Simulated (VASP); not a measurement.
A run of VASP 6.6.1:

File INCAR:

```
  PREC = Accurate
  ENCUT = 520
  EDIFF = 1E-6
  ISMEAR = -1
  SIGMA = 0.01
  LREAL = Auto
  LASPH = True
  NELM = 100
  ALGO = Fast
  ISIF = 2
  LWAVE = False
  LCHARG = False
  GGA = PE
  NBANDS = 95
```

KPOINTS

```
Automatic mesh
0
Gamma
  1 1 1
  0.25 0.25 0.25
```

POSCAR

```
B17HN18
1.0
    7.4650312800      0.0000000000      0.0000000000
   -3.7325156400      6.4649067300      0.0000000000
    0.0000000000      0.0000000000      6.4954828800
B N H
17 18 1
Direct
    0.1111111100      0.2222222200      0.2500000000
    0.2222222200      0.1111111100      0.7500000000
    0.1111111100      0.5555555600      0.2500000000
    0.2222222200      0.4444444400      0.7500000000
    0.1111111100      0.8888888900      0.2500000000
    0.2222222200      0.7777777800      0.7500000000
    0.4444444400      0.2222222200      0.2500000000
    0.5555555600      0.1111111100      0.7500000000
    0.4444444400      0.5555555600      0.2500000000
    0.4444444400      0.8888888900      0.2500000000
    0.5555555600      0.7777777800      0.7500000000
    0.7777777800      0.2222222200      0.2500000000
    0.8888888900      0.1111111100      0.7500000000
    0.7777777800      0.5555555600      0.2500000000
    0.8888888900      0.4444444400      0.7500000000
    0.7777777800      0.8888888900      0.2500000000
    0.8888888900      0.7777777800      0.7500000000
    0.1111111100      0.2222222200      0.7500000000
    0.2222222200      0.1111111100      0.2500000000
    0.1111111100      0.5555555600      0.7500000000
    0.2222222200      0.4444444400      0.2500000000
    0.1111111100      0.8888888900      0.7500000000
    0.2222222200      0.7777777800      0.2500000000
    0.4444444400      0.2222222200      0.7500000000
    0.5555555600      0.1111111100      0.2500000000
    0.4444444400      0.5555555600      0.7500000000
    0.5555555600      0.4444444400      0.2500000000
    0.4444444400      0.8888888900      0.7500000000
    0.5555555600      0.7777777800      0.2500000000
    0.7777777800      0.2222222200      0.7500000000
    0.8888888900      0.1111111100      0.2500000000
    0.7777777800      0.5555555600      0.7500000000
    0.8888888900      0.4444444400      0.2500000000
    0.7777777800      0.8888888900      0.7500000000
    0.8888888900      0.7777777800      0.2500000000
    0.5233420000      0.3800170000      0.7500000000
```

Potentials or basis: VASP PAW PBE potentials, release 64 (B, N, H).

Run with:

```bash
$ cat potpaw_PBE.64/B/POTCAR potpaw_PBE.64/N/POTCAR potpaw_PBE.64/H/POTCAR > POTCAR
$ mpirun -np 1 vasp_std > vasp.out
```

Hardware: 1 thread of Intel(R) Xeon(R) Platinum 8259CL CPU @ 2.50GHz (Skylake/Cascade Lake), on a shared host.

Task: Estimate the wall time of this run.

Result: It took 3.9 min on 1 thread of Intel(R) Xeon(R) Platinum 8259CL CPU @ 2.50GHz (Skylake/Cascade Lake) (shared host), peak memory 0.38 GiB. Counts: scf iterations 28, k points 2.
